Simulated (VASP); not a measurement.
Input of a VASP 6.6.1 run:

File INCAR:

```
SYSTEM = MnS
PREC = Accurate ; ENCUT = 520
EDIFF = 1E-6 ; ISMEAR = 0
SIGMA = 0.05 ; LREAL = .False.
LASPH = .True. ; NELM = 120
ALGO = Fast ; ISIF = 2
LWAVE = .False. ; LCHARG = .False.
ISPIN = 2 ; MAGMOM = 0.59 0
LORBIT = 11 ; LMAXMIX = 4
GGA = PE ; NBANDS = 20
```

KPOINTS

```
Automatic mesh
0
Gamma
  6 6 6
  0 0 0
```

The input POSCAR:

```
MnS
1.0
    0.0000000000      2.6122498900      2.6122498900
    2.6122498900      0.0000000000      2.6122498900
    2.6122498900      2.6122498900      0.0000000000
Mn S
1 1
Direct
    0.0000000000      0.0000000000      0.0000000000
    0.5000000000      0.5000000000      0.5000000000
```

Potentials or basis: VASP PAW PBE potentials, release 64 (Mn_pv, S).

The run is started by

```bash
$ cat potpaw_PBE.64/Mn_pv/POTCAR potpaw_PBE.64/S/POTCAR > POTCAR
$ mpirun -np 1 vasp_std > vasp.out
```

Task: Estimate the net moment.

Result: 4.69 μB per cell.

Task: Estimate the pressure.

Result: -4.0 GPa.

Task: Predict the band gap on the k mesh.

Result: None (metal or under the smearing width).

Task: Estimate the site moments.

Result: Mn +4.25; S +0.10 μB.

Caveat: a cell with one magnetic atom can't hold antiferromagnetic order, which such compounds often take; semilocal functionals often make such compounds metallic where correlation or magnetic order opens a gap, which also shifts bond lengths. With open d or f shells a metallic result of PBE can be an artefact of self-interaction; +U or a hybrid may open a gap.
